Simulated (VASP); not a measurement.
# ZnS (P6_3mc) in VASP: single point with PBE

Aim: the single point of ZnS with PBE.

Program: VASP 6.6.1. These are calculated values, not measurements. Logs are shortened: lines on timing, memory, paths and dates and some standing lists are left out, and cuts for length are marked.

**What was measured.**

From a printed reference work, monograph, for a bulk crystal of ZnS at 4 K: band gap 3.911 eV (direct).

The results are compared with them further down.

## 1. The cell of the first run

Symmetry: P6_3mc, No. 186, hexagonal system. Conventional cell: a = 3.848 Å, b = 3.848 Å, c = 25.159 Å, α = 90.00°, β = 90.00°, γ = 120.00°. Within 3.1 Å of Zn (site symmetry 3m) lie 4 S at 2.36 Å. Within 3.1 Å of Zn (site symmetry 3m) lie 4 S at 2.36 Å. Zn (site symmetry 3m) has 4 S at 2.36 Å within 3.1 Å. Within 3.1 Å of Zn (site symmetry 3m) lie 4 S at 2.36 Å. S (site symmetry 3m) has 4 Zn at 2.36 Å within 3.1 Å. S (site symmetry 3m) has 4 Zn at 2.36 Å within 3.1 Å. Within 3.1 Å of S (site symmetry 3m) lie 4 Zn at 2.36 Å. S (site symmetry 3m) has 4 Zn at 2.36 Å within 3.1 Å.

## 2. Single point, PBE

INCAR reads:

```
PREC     = Accurate       # precision mode
ENCUT    = 520            # plane-wave cutoff, eV
EDIFF    = 1E-6           # SCF threshold, eV
ISMEAR   = 0              # smearing method
SIGMA    = 0.02           # smearing width, eV
LREAL    = Auto         
LASPH    = T              # aspherical terms in the spheres
NELM     = 80             # most SCF steps
ALGO     = Normal         # electronic algorithm
ISIF     = 2              # what is computed and relaxed
LWAVE    = F              # write WAVECAR
LCHARG   = F              # write CHGCAR
GGA      = PE             # functional
NBANDS   = 86             # bands
```

KPOINTS reads:

```
regular mesh
0
Gamma
  12 12 2
```

POSCAR reads:

```
ZnS
1.0
    3.8476887871      0.0000000000      0.0000000000
   -1.9238443935      3.3321962354      0.0000000000
    0.0000000000      0.0000000000     25.1591577803
Zn S
8 8
Direct
    0.0000000000      0.0000000000      0.0000277079
    0.0000000000      0.0000000000      0.5000277079
    0.3333333333      0.6666666667      0.1249477571
    0.6666666667      0.3333333333      0.6249477571
    0.3333333333      0.6666666667      0.3751316846
    0.6666666667      0.3333333333      0.8751316846
    0.3333333333      0.6666666667      0.7500394810
    0.6666666667      0.3333333333      0.2500394810
    0.0000000000      0.0000000000      0.0937294558
    0.0000000000      0.0000000000      0.5937294558
    0.3333333333      0.6666666667      0.2186382885
    0.6666666667      0.3333333333      0.7186382885
    0.3333333333      0.6666666667      0.4688022166
    0.6666666667      0.3333333333      0.9688022166
    0.3333333333      0.6666666667      0.8438834086
    0.6666666667      0.3333333333      0.3438834086
```

Potentials or basis: VASP PAW PBE potentials, release 64 (Zn, S).

Run with:

```sh
cat potpaw_PBE.64/Zn/POTCAR potpaw_PBE.64/S/POTCAR > POTCAR
mpirun -np 1 vasp_std > vasp.out
```

OUTCAR:

```text
PREC = Accurate
   ENCUT = 520
   EDIFF = 1E-6
   ISMEAR = 0
   LREAL = Auto
   LASPH = T
   NELM = 80
   ISIF = 2
   GGA = PE

 ion  position               nearest neighbor table
   1  0.000  0.000  0.000-  14 2.36  14 2.36  14 2.36   9 2.36
   2  0.000  0.000  0.500-  13 2.36  13 2.36  13 2.36  10 2.36
   3  0.333  0.667  0.125-   9 2.36   9 2.36   9 2.36  11 2.36
   4  0.667  0.333  0.625-  10 2.36  10 2.36  10 2.36  12 2.36
   5  0.333  0.667  0.375-  16 2.36  16 2.36  16 2.36  13 2.36
   6  0.667  0.333  0.875-  15 2.36  15 2.36  15 2.36  14 2.36
[... 8 lines left out ...]
  15  0.333  0.667  0.844-   6 2.36   6 2.36   6 2.36   7 2.36
  16  0.667  0.333  0.344-   5 2.36   5 2.36   5 2.36   8 2.36

  LATTYP: Found a hexagonal cell.
 ALAT       =     3.8476887871
 C/A-ratio  =     6.5387714996

  Lattice vectors:

 A1 = (   3.8476887871,   0.0000000000,   0.0000000000)
 A2 = (  -1.9238443935,   3.3321962354,   0.0000000000)
 A3 = (   0.0000000000,   0.0000000000,  25.1591577803)

Analysis of symmetry for initial positions (statically):
=====================================================================
 Subroutine PRICEL returns:
 Original cell was already a primitive cell.

 Routine SETGRP: Setting up the symmetry group for a
 hexagonal supercell.

 Subroutine GETGRP returns: Found 12 space group operations
 (whereof  6 operations were pure point group operations)
 out of a pool of 24 trial point group operations.

The static configuration has the point symmetry C_3v.
 The point group associated with its full space group is C_6v.

Analysis of symmetry for dynamics (positions and initial velocities):
=====================================================================
 Subroutine PRICEL returns:
 Original cell was already a primitive cell.

 Routine SETGRP: Setting up the symmetry group for a
 hexagonal supercell.

 Subroutine GETGRP returns: Found 12 space group operations
 (whereof  6 operations were pure point group operations)
 out of a pool of 24 trial point group operations.

The dynamic configuration has the point symmetry C_3v.
 The point group associated with its full space group is C_6v.

 Subroutine INISYM returns: Found 12 space group operations
 (whereof  6 operations are pure point group operations),
 and found     1 'primitive' translations

----------------------------------------------------------------------------------------

                                     Primitive cell

  volume of cell :     322.5720

  direct lattice vectors                    reciprocal lattice vectors
     3.847688787  0.000000000  0.000000000     0.259896279  0.150051187  0.000000000
    -1.923844394  3.332196235  0.000000000     0.000000000  0.300102374  0.000000000
     0.000000000  0.000000000 25.159157780     0.000000000  0.000000000  0.039746958

  length of vectors
     3.847688787  3.847688787 25.159157780     0.300102374  0.300102374  0.039746958

  position of ions in fractional coordinates (direct lattice)
     0.000000000  0.000000000  0.000027708
     0.000000000  0.000000000  0.500027708
     0.333333333  0.666666667  0.124947757
     0.666666667  0.333333333  0.624947757
     0.333333333  0.666666667  0.375131685
     0.666666667  0.333333333  0.875131685
[... 8 lines left out ...]
     0.333333333  0.666666667  0.843883409
     0.666666667  0.333333333  0.343883409

  ion indices of the primitive-cell ions
   primitive index   ion index
                 1           1
                 2           2
                 3           3
                 4           4
                 5           5
                 6           6
[... 8 lines left out ...]
                15          15
                16          16

----------------------------------------------------------------------------------------

 KPOINTS: regular mesh

Automatic generation of k-mesh.
 Grid dimensions read from file:
 generate k-points for:   12   12    2

 Generating k-lattice:

  Cartesian coordinates                     Fractional coordinates (reciprocal lattice)
     0.021658023  0.012504266  0.000000000     0.083333333  0.000000000  0.000000000
     0.000000000  0.025008531  0.000000000     0.000000000  0.083333333  0.000000000
     0.000000000  0.000000000  0.019873479     0.000000000  0.000000000  0.500000000

  Length of vectors
     0.025008531  0.025008531  0.019873479

  Shift w.r.t. Gamma in fractional coordinates (k-lattice)
     0.000000000  0.000000000  0.000000000

 Subroutine IBZKPT returns following result:
 ===========================================

 Found     38 irreducible k-points:

 Following reciprocal coordinates:
            Coordinates               Weight
  0.000000  0.000000  0.000000      1.000000
  0.083333  0.000000  0.000000      6.000000
  0.166667  0.000000  0.000000      6.000000
  0.250000  0.000000  0.000000      6.000000
  0.333333  0.000000  0.000000      6.000000
  0.416667  0.000000  0.000000      6.000000
[... 16 lines left out ...]
  0.250000  0.000000  0.500000      6.000000
  0.333333  0.000000  0.500000      6.000000
 [... further k-points ...]
   k-points           NKPTS =     38   k-points in BZ     NKDIM =     38   number of bands    NBANDS=     86
   number of dos      NEDOS =    301   number of ions     NIONS =     16
   total plane-waves  NPLWV = 172800
   dimension x,y,z NGX =    30 NGY =   30 NGZ =  192
   dimension x,y,z NGXF=    60 NGYF=   60 NGZF=  384
   ions per type =               8   8
   NGX,Y,Z   is equivalent  to a cutoff of  12.96, 12.96, 12.69 a.u.
   NGXF,Y,Z  is equivalent  to a cutoff of  25.92, 25.92, 25.37 a.u.
 SYSTEM =  unknown system
   PREC   = accura    normal or accurate (medium, high low for compatibility)
   ISTART =      0    job   : 0-new  1-cont  2-samecut
   ICHARG =      2    charge: 1-file 2-atom 10-const
   ISPIN  =      1    spin polarized calculation?
   LNONCOLLINEAR =      F non collinear calculations
   LSORBIT =      F    spin-orbit coupling
   LASPH  =      T    aspherical Exc in radial PAW
   ENCUT  =  520.0 eV  38.22 Ry    6.18 a.u.   7.15  7.15 46.78*2*pi/ulx,y,z
   NELM   =     80;   NELMIN=  2; NELMDL= -5     # of ELM steps
   EDIFF  = 0.1E-05   stopping-criterion for ELM
   LREAL  =      T    real-space projection
   EDIFFG = 0.1E-04   stopping-criterion for IOM
   NSW    =      0    number of steps for IOM
   IBRION =     -1    ionic relax: 0-MD 1-quasi-New 2-CG
   NFREE  =      0    steps in history (QN), initial steepest desc. (CG)
   ISIF   =      2    stress and relaxation
   ISYM   =      2    0-nonsym 1-usesym 2-fastsym
   POTIM  = 0.5000    time-step for ionic-motion
   TEBEG  =    0.0;   TEEND  =   0.0 temperature during run
   PSTRESS=    0.0 pullay stress
   NELECT =     144.0000    total number of electrons
   NUPDOWN=      -1.0000    fix difference up-down
   EMIN   =  10.00;   EMAX   =-10.00  energy-range for DOS
   EFERMI =   0.00;   METHOD = LEGACY
   ISMEAR =     0;   SIGMA  =   0.02  broadening in eV -4-tet -1-fermi 0-gaus
   EFERMI_NEDOS =   21; number of points for ismear=-14 and -15
   IALGO  =     38    algorithm
   IMIX   =      4    mixing-type and parameters
     AMIX     =   0.40;   BMIX     =  1.00
     AMIX_MAG =   1.60;   BMIX_MAG =  1.00
  volume/ion in A,a.u.               =      20.16       136.05
  Fermi-wavevector in a.u.,A,eV,Ry     =   1.251181  2.364389 21.299292  1.565454
  Thomas-Fermi vector in A             =   2.385140
   LORBIT       =      0    0 simple, 1 ext, 2 COOP (PROOUT), +10 PAW based schemes
   GGA     = PE    functional components
   LHFCALC =     F    Hartree Fock is set to
   AEXX    =    0.0000 exact exchange contribution
   IVDW    =     0    specifies the selected vdW correction
   LEPSILON=     F    determine dielectric tensor
   LRPA    =     F    only Hartree local field effects (RPA)
 non-spin polarized calculation
 Gauss-broadening in eV      SIGMA  =   0.02
  energy-cutoff  :      520.00
  volume of cell :      322.57
 maximum number of plane-waves:      8751
 NGX is ok and might be reduce to    30
   NGX = 15   NGY = 15   NGZ = 93

 number of electron     144.0000080 magnetization

 Free energy of the ion-electron system (eV)
  ---------------------------------------------------
  ext. energy  EPLUGINS =         0.00000000
  ---------------------------------------------------
  free energy    TOTEN  =       -54.81566738 eV

  energy without entropy =      -54.81566738  energy(sigma->0) =      -54.81566738

 E-fermi :   1.9958     XC(G=0):  -9.5266

 val. band max:        1.9104371720   @ k =   0.0000   0.0000   0.0000
 cond. band min:       3.9464668641   @ k =   0.0000   0.0000   0.0000
 fundamental gap:      2.0360296921
 Fermi energy:         1.9957889433

 k-point     1 :       0.0000    0.0000    0.0000
  band No.  band energies     occupation
      1     -11.0870      2.00000
      2     -10.9776      2.00000
      3     -10.9711      2.00000
      4     -10.6832      2.00000
      5     -10.6788      2.00000
      6     -10.3538      2.00000
[... 76 lines left out ...]
     83       8.2886      0.00000
     84       8.2895      0.00000

 k-point     2 :       0.0833    0.0000    0.0000
  band No.  band energies     occupation
      1     -11.0417      2.00000
      2     -10.9343      2.00000
      3     -10.9279      2.00000
      4     -10.6459      2.00000
      5     -10.6414      2.00000
      6     -10.3244      2.00000
[... 1903 lines left out ...]
     83       7.6552      0.00000
     84       7.6552      0.00000

 k-point    24 :       0.3333    0.0000    0.5000
  band No.  band energies     occupation
      1     -10.4740      2.00000
      2     -10.4740      2.00000
      3     -10.3310      2.00000
      4     -10.3310      2.00000
      5     -10.1188      2.00000
      6     -10.1188      2.00000
[... 76 lines left out ...]
     83       7.4666      0.00000
     84       7.4666      0.00000

 [... further k-points ...]

 [bands above 84 left out]

------------------------ aborting loop because EDIFF is reached ----------------------------------------

  FORCE on cell =-STRESS in cart. coord.  units (eV):
  Direction    XX          YY          ZZ          XY          YZ          ZX
  --------------------------------------------------------------------------------------
  -------------------------------------------------------------------------------------
  Total        0.7698061      0.7698061      0.8029831      0.0000000      0.0000000     -0.0000000
  in kB        3.8235373      3.8235373      3.9883235      0.0000000      0.0000000     -0.0000000
  external PRESSURE =       3.8784661 kB  Pullay stress =       0.0000000 kB

 VOLUME and BASIS-vectors are now :
 -----------------------------------------------------------------------------
  energy-cutoff  :      520.00
  volume of cell :      322.57
      direct lattice vectors                 reciprocal lattice vectors
     3.847688787  0.000000000  0.000000000     0.259896279  0.150051187  0.000000000
    -1.923844394  3.332196235  0.000000000     0.000000000  0.300102374  0.000000000
     0.000000000  0.000000000 25.159157780     0.000000000  0.000000000  0.039746958

 POSITION                                       TOTAL-FORCE (eV/Angst)
 -----------------------------------------------------------------------------------
      0.00000      0.00000      0.00070         0.000000      0.000000      0.001110
      0.00000      0.00000     12.58028        -0.000000      0.000000      0.001110
     -0.00000      2.22146      3.14358         0.000000      0.000000      0.000900
      1.92384      1.11073     15.72316        -0.000000     -0.000000      0.000900
     -0.00000      2.22146      9.43800        -0.000000      0.000000      0.001829
      1.92384      1.11073     22.01758         0.000000     -0.000000      0.001829
[... 8 lines left out ...]
     -0.00000      2.22146     21.23140         0.000000     -0.000000      0.002117
      1.92384      1.11073      8.65182        -0.000000      0.000000      0.002117
 -----------------------------------------------------------------------------------
    total drift:                               -0.000000     -0.000001      0.002366

  FREE ENERGIE OF THE ION-ELECTRON SYSTEM (eV)
  ---------------------------------------------------
  free  energy   TOTEN  =       -54.8156673762 eV

  energy  without entropy=      -54.8156673762  energy(sigma->0) =      -54.81566738
```

Run time: 19 min. Hardware: 1 thread of Intel Xeon 6975P-C (Granite Rapids), shared host; peak memory 0.83 GiB.

Results:

```
Free energy            : -54.8157 eV
Pressure               : 0.4 GPa
Band gap on the k mesh : 2.04 eV, direct
```

Forces on the atoms (eV/Å):
```
Zn   0.000  0.000  0.001
Zn   0.000  0.000  0.001
Zn   0.000  0.000  0.001
Zn   0.000  0.000  0.001
Zn   0.000  0.000  0.002
Zn   0.000  0.000  0.002
Zn   0.000  0.000 -0.001
Zn   0.000  0.000 -0.001
S    0.000  0.000 -0.001
S    0.000  0.000 -0.001
S    0.000  0.000 -0.002
S    0.000  0.000 -0.002
S    0.000  0.000 -0.002
S    0.000  0.000 -0.002
S    0.000  0.000  0.002
S    0.000  0.000  0.002
```

Levels at points of the mesh, in eV from the valence-band top:
```tsv
k point	band 68	band 69	band 70	band 71	band 72	band 73	band 74	band 75	band 76	band 77
(0.00, 0.00, 0.00)	-0.14	-0.14	-0.02	0.00	0.00	2.04	2.84	2.91	3.20	3.25
(0.50, 0.00, 0.00)	-1.23	-1.06	-1.06	-0.98	-0.84	3.30	3.38	3.70	3.86	3.89
(0.00, 0.00, 0.50)	-0.29	-0.04	-0.04	-0.04	-0.04	2.34	2.34	3.22	3.22	3.28
(0.50, 0.00, 0.50)	-1.29	-1.09	-1.09	-0.90	-0.90	3.43	3.43	3.61	3.61	3.93
```

## 3. Against experiment

Step 2. Measured gap of ZnS: 3.911 eV (direct; 4 K; a printed reference work, monograph). This calculation gives 2.04 eV (-1.87 eV). The value is that of PBE on a finite k mesh, which can miss the band edges, without temperature or zero-point motion. Semilocal functionals fall short of measured gaps as a rule.
